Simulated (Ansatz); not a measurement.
Phases of Si at -1.2 GPa

Structure types of Si are relaxed in primitive cells with their symmetry kept at -1.2 GPa, first on PAW files, then by LAPW. The enthalpy is E + pV at zero temperature, without zero-point motion. Only the types listed were tried, and differences under about 5 meV/atom are mesh noise. Not among the end structures: diamond, which may lie lower.

Level of theory: DFT with PBEsol, scalar-relativistic, in Ansatz 0.2.0; Fermi–Dirac smearing of 0.08 eV, no spin polarisation. LAPW: all electrons, basis error target 0.5 meV/atom; PAW: frozen-core files, cutoff 420 eV.

k meshes: fcc 16×16×16, bcc 17×17×17, hcp 15×15×9, simple hexagonal 16×16×15, sc 15×15×15.

The PAW files were made under PBE.

```json
{"start type": "fcc", "ends as": "fcc, Fm-3m", "a, b, c (Å)": "3.849, 3.849, 3.849", "V (Å³/atom)": "14.26", "H − H(lowest), LAPW (meV/atom)": "214.3"}
{"start type": "bcc", "ends as": "bcc, Im-3m", "a, b, c (Å)": "3.068, 3.068, 3.068", "V (Å³/atom)": "14.44", "H − H(lowest), LAPW (meV/atom)": "199.1"}
{"start type": "hcp", "ends as": "hcp, P6_3/mmc", "a, b, c (Å)": "2.654, 2.654, 4.649", "V (Å³/atom)": "14.17", "H − H(lowest), LAPW (meV/atom)": "?"}
{"start type": "simple hexagonal", "ends as": "simple hexagonal, P6/mmm", "a, b, c (Å)": "2.637, 2.637, 2.472", "V (Å³/atom)": "14.89", "H − H(lowest), LAPW (meV/atom)": "0.0"}
{"start type": "sc", "ends as": "sc, Pm-3m", "a, b, c (Å)": "2.521, 2.521, 2.521", "V (Å³/atom)": "16.02", "H − H(lowest), LAPW (meV/atom)": "?"}
```

Q: Fill in "H − H(lowest), LAPW (meV/atom)" for the row "sc".

A: 45.5.

Q: Give the missing entry: row "hcp", column "H − H(lowest), LAPW (meV/atom)".

A: 181.5.
